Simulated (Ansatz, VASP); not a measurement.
# Si in VASP and in Ansatz

File INCAR:

```
  PREC = Accurate
  ENCUT = 520
  EDIFF = 1E-6
  ISMEAR = -1
  SIGMA = 0.08
  LREAL = F
  LASPH = T
  NELM = 100
  ALGO = Normal
  ISIF = 2
  LWAVE = F
  LCHARG = T
  GGA = PS
  LELF = T
  LVHAR = T
  NBANDS = 11
```

The input KPOINTS:

```
Automatic mesh
0
Gamma
  12 12 12
```

Contents of POSCAR:

```
Si
1.0
    0.0000000000      2.3410496315      2.3410496315
    2.3410496315      0.0000000000      2.3410496315
    2.3410496315      2.3410496315      0.0000000000
Si
2
Direct
   -0.1250000000     -0.1250000000     -0.1250000000
    0.1250000000      0.1250000000      0.1250000000
```

Input for Ansatz:

```yaml
crystal:
  lattice:
    - [0.0, 2.3410496315, 2.3410496315]
    - [2.3410496315, 0.0, 2.3410496315]
    - [2.3410496315, 2.3410496315, 0.0]
  atoms:
    - { symbol: Si, position: [-0.125, -0.125, -0.125] }
    - { symbol: Si, position: [0.125, 0.125, 0.125] }
kpoints:
  mp_grid: { grid: [12, 12, 12] }
scf:
  occupations: { method: fermi_dirac, width: 0.08 }
hamiltonian:
  xc: pbesol
  pseudopotentials: { kind: all_electron, lapw: { basis_error: 0.001 } }
output:
  forces: true
  stress: true
  eigenvalues: true
  populations: true
```

Change from the starting cell: volume scaled by 0.64, LAPW.

Alike in both runs: task single point; functional PBEsol; k mesh 12 × 12 × 12; occupations fermi-dirac, width 0.08 eV; no spin polarisation.

|  | VASP | Ansatz |
| --- | --- | --- |
| version | VASP 6.6.1 | Ansatz 0.2.0 |
| potentials or method | VASP PAW PBE potentials, release 64 (Si) | all-electron LAPW, scalar-relativistic |
| plane-wave cutoff (eV) | 520 | see its input |

Ansatz gave:

```
pressure (GPa) : 100.3
```

Question: What did VASP give for the same quantities?

Answer: Pressure (GPa): 101.4.

Ansatz ran all-electron here, so the differences hold the error of VASP's frozen core and of both bases.

Caveats: the cell as given lies far from equilibrium; so large a pressure means that the cell lies far from this level's equilibrium, or that cutoff or potentials fall short (VASP); the potentials were made for another functional, which shifts forces and pressure (VASP).
